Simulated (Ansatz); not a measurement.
Runs of Ansatz 0.2.0 on ZnCu2SnS4. The structure is tetragonal, space group I-4 (No. 82). The conventional cell has a = 5.434 Å, b = 5.434 Å, c = 10.850 Å, α = 90.00°, β = 90.00°, γ = 90.00°. Sn (site symmetry -4) is surrounded by 4 S at 2.41 Å. Zn (site symmetry -4) is surrounded by 4 S at 2.33 Å. Cu (site symmetry -4) is surrounded by 4 S at 2.33 Å. Around Cu (site symmetry -4) lie 4 S at 2.33 Å. S (site symmetry 1) is surrounded by 1 Zn at 2.33 Å and 2 Cu at 2.33 Å and 1 Sn at 2.41 Å. 

```csv
task,level,cutoff (eV),basis error allowed,gap on the mesh (eV),pressure (GPa),largest force (eV/Å)
single point,PBEsol,284,0.001 eV/atom,0.23,-1.7,0.66
band structure,PBEsol,260,0.002 eV/atom,0.23,-1.7,0.66
band structure,PBE,260,0.002 eV/atom,(b),2.1,0.61
band structure,LDA,261,0.002 eV/atom,0.19,(a),0.68
```

Alike in all rows: potentials or basis all-electron LAPW, scalar-relativistic; no spin polarisation; cell as given; k mesh 7 × 7 × 7; smearing fermi-dirac 0.05 eV.

Task: Estimate the missing entries.

Result: (a) -4.1; (b) 0.29.

Caveats: spin-orbit coupling is left out, which moves the levels of the heavy elements.

A k mesh can miss the band edges, and the runs leave out spin-orbit coupling on Sn.
